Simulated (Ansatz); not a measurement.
# Al under pressure

Level of theory: DFT PBEsol+D3(BJ), scalar-relativistic, plane waves, PAW in Ansatz. (420 eV cutoff, 18×18×10 k-mesh, Gaussian smearing of 0.10 eV, no spin polarisation)

The relaxed crystal:

```
CELL_PARAMETERS angstrom
2.79026 0.00000 0.00000
-1.39513 2.41644 0.00000
0.00000 0.00000 4.64792
ATOMIC_POSITIONS crystal
Al 0.66667 0.33333 0.75000
Al 0.33333 0.66667 0.25000
```

Cell and atoms are relaxed at each pressure within the symmetry of the start, at zero temperature, so transitions that lower the symmetry aren't seen. The k-mesh given is that at zero pressure and may differ at others. a, b and c are the lengths of the cell vectors above.

```
P (GPa) V (Å³/atom) V/V0  a (Å) b (Å) c (Å)
     -1        15.85  1.012  2.801  2.801  4.667
      0        15.67  1.000  2.790  2.790  4.648
      1        15.49  0.989  2.780  2.780  4.630
      4        15.02  0.959  2.752  2.752  4.582
     12        14.05  0.896  2.712  2.712  4.409
     25        12.94  0.826  2.637  2.637  4.296
     50        11.57  0.738  2.539  2.539  4.144
     90        10.23  0.653  2.439  2.439  3.971
```

What bulk modulus and pressure derivative fit these points?

A third-order Birch–Murnaghan fit gives B0 = 88 GPa and B0' = 4.1.

Which cell vector or vectors give way most up to 90 GPa?

c: the changes are a -12.6 %, b -12.6 %, c -14.6 %.

This form isn't the element's structure at ambient conditions.